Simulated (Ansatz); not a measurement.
The system is Ti2O.

```xyz
3
Lattice="2.9194 0.0000 0.0000 -1.4597 2.5283 0.0000 0.0000 0.0000 4.7130" Properties=species:S:1:pos:R:3 pbc="T T T"
Ti    0.0000    1.6855    3.3993
Ti    1.4597    0.8428    1.3137
O     0.0000    0.0000    0.0000
```

- Program: Ansatz 0.2.0
- Task: relaxation of cell and atoms
- Functional: PBEsol
- Potentials or basis: Ansatz PAW
- Cutoff: 420 eV (not typed: the program's choice for these potentials)
- k mesh: 10 × 10 × 6
- Occupations: fermi-dirac, width 0.05 eV
- Spin: no spin polarisation
- Hubbard terms: Ti d U = 5 eV

At the start: volume 11.60 Å³/atom.

Task: Where does the relaxation end?

Result: It ends after 11 steps and the volume is 12.39 Å³/atom (+6.9 %); space group P-3m1 (No. 164, to 0.05 Å).

The path:
| step | energy change (eV) | largest force (eV/Å) | volume (Å³) |
| --- | --- | --- | --- |
| 1 | 0.0000 | 1.1788 | 34.79 |
| 2 | -0.1182 | 0.0692 | 37.76 |
| 3 | -0.1377 | 0.0480 | 37.44 |
| 4 | -0.1405 | 0.0543 | 37.04 |
| 5 | -0.1408 | 0.0005 | 37.10 |
| 6 | -0.1408 | 0.0017 | 37.09 |
| 7 | -0.1480 | 0.0026 | 37.09 |
| 8 | -0.1479 | 0.0021 | 37.17 |
| 9 | -0.1481 | 0.0030 | 37.17 |
| 10 | -0.1481 | 0.0000 | 37.17 |
| 11 | -0.1481 | 0.0002 | 37.17 |

Final structure:
```cif
data_structure
_symmetry_space_group_name_H-M 'P 1'
_symmetry_Int_Tables_number 1
_cell_length_a 2.9867
_cell_length_b 2.9867
_cell_length_c 4.8120
_cell_angle_alpha 90.000
_cell_angle_beta 90.000
_cell_angle_gamma 120.000
_cell_volume 37.17
loop_
_atom_site_label
_atom_site_type_symbol
_atom_site_fract_x
_atom_site_fract_y
_atom_site_fract_z
_atom_site_occupancy
Ti1 Ti 0.33333 0.66667 0.73846 1
Ti2 Ti 0.66667 0.33333 0.26154 1
O1 O 0.00000 0.00000 0.00000 1
```

Caveat: the plane-wave basis is chosen anew once the cell has moved, so the energies of steps on either side of that aren't comparable; the pressure holds a Pulay correction of +0.3 GPa for the finite cutoff; U without spin polarisation on a metal has little footing; the PAW data sets come from PBE, with cores solved anew for the run's functional, which leaves a small shift of forces and pressure.
